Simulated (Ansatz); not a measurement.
## SnSe: work and stress of cleavage

Level of theory: Ansatz, DFT PBE+D3(BJ), scalar-relativistic, plane waves, PAW. Settings: plane waves to 420 eV, k-mesh 8×8×3 (Γ-centred), Gaussian smearing 0.05 eV. No spin polarisation. Energies are free energies at this smearing, counted from the undisturbed cell; pressure is positive in compression.

The starting cell (relaxed at this level):

```
Sn Se
1.0
     0.00000   -4.16723    0.00000
     0.00000    0.00000   -4.38840
    11.48362    0.00000    0.00000
Sn Se
4 4
Direct
  0.75000 0.90394 0.61766
  0.25000 0.09606 0.38234
  0.25000 0.40394 0.88234
  0.75000 0.59606 0.11766
  0.75000 0.52301 0.35699
  0.25000 0.47699 0.64301
  0.25000 0.02301 0.14301
  0.75000 0.97699 0.85699
```

The cut lies on the cell's a–b face, a (1 0 0) plane (indices in the standard cell, whose axes needn't be the Cartesian ones shown) of area 18.29 Å², between layers 2.70 Å apart. Vector c is lengthened by d along the normal with the atoms' Cartesian places fixed: one unrelaxed cut a cell. The traction is positive where the two halves pull on each other.

| d (Å) | energy (J/m²) | traction (GPa) |
| --- | --- | --- |
| 0.00 | 0.000 | -0.06 |
| 0.50 | 0.098 | 2.93 |
| 1.00 | 0.244 | 2.72 |
| 2.00 | 0.443 | 1.32 |
| 3.00 | 0.534 | 0.59 |
| 6.00 | 0.607 | 0.08 |

Task: What are the work of separation and the cleavage stress, and do they fit the universal binding curve?

Result: The energy levels off near W ≈ 0.607 J/m² (the traction is down to 0.08 GPa), the energy of the two unrelaxed faces, 0.303 J/m² each on average. The largest sampled traction is 2.93 GPa at d = 0.50 Å, and a parabola through it and its two neighbours peaks at σ_max ≈ 3.24 GPa, d ≈ 0.72 Å. The curve E = W[1 − (1 + d/ℓ)exp(−d/ℓ)] peaks in traction at d = ℓ with σ_max = W/(eℓ); with 1 J/m² per Å = 10 GPa this W and σ_max give ℓ = 0.69 Å. A parabola through that curve at the same three d peaks at 0.73 Å, against 0.72 Å here, a fair fit. Real crystals break at far lower stress, because cracks concentrate it, and on the plane of lowest W, which needn't be this one.

The cut is rigid; relaxing the faces lowers these energies and usually the stresses.

Cost: 6 runs of about 13 core-minutes in all, on Intel Xeon Processor @ 2.50GHz (Skylake/Cascade Lake) (shared hosts).